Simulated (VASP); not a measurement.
A run of VASP 6.6.1 is set up as follows.

INCAR

```
SYSTEM = Al
PREC = Accurate ; ENCUT = 900
EDIFF = 1E-6 ; ISMEAR = 0
SIGMA = 0.1 ; LREAL = .FALSE.
LASPH = .TRUE. ; NELM = 60
ALGO = Fast ; ISIF = 2
LWAVE = .FALSE. ; LCHARG = .TRUE.
GGA = PS ; LELF = .TRUE.
LVHAR = .TRUE. ; NBANDS = 10
```

KPOINTS

```
Automatic mesh
0
G
  18 18 10
  0 0 0
```

The input POSCAR:

```
Al
1.0
    2.8511200000      0.0000000000      0.0000000000
   -1.4255600000      2.4691400000      0.0000000000
    0.0000000000      0.0000000000      4.6393600000
Al
2
Direct
    0.3333300000      0.6666700000      0.2500000000
    0.6666700000      0.3333300000      0.7500000000
```

Potentials or basis: VASP PAW PBE potentials, release 64 (Al).

The run is started by

```bash
$ cat potpaw_PBE.64/Al/POTCAR > POTCAR
$ mpirun -np 1 vasp_std > vasp.out
```

Question: Estimate the band gap on the k mesh.

Answer: None (metal or under the smearing width).

Question: What does it give for the pressure?

Answer: 0.0 GPa.

Caveat: the PAW data sets were made with another functional, which shifts forces and pressure a little.
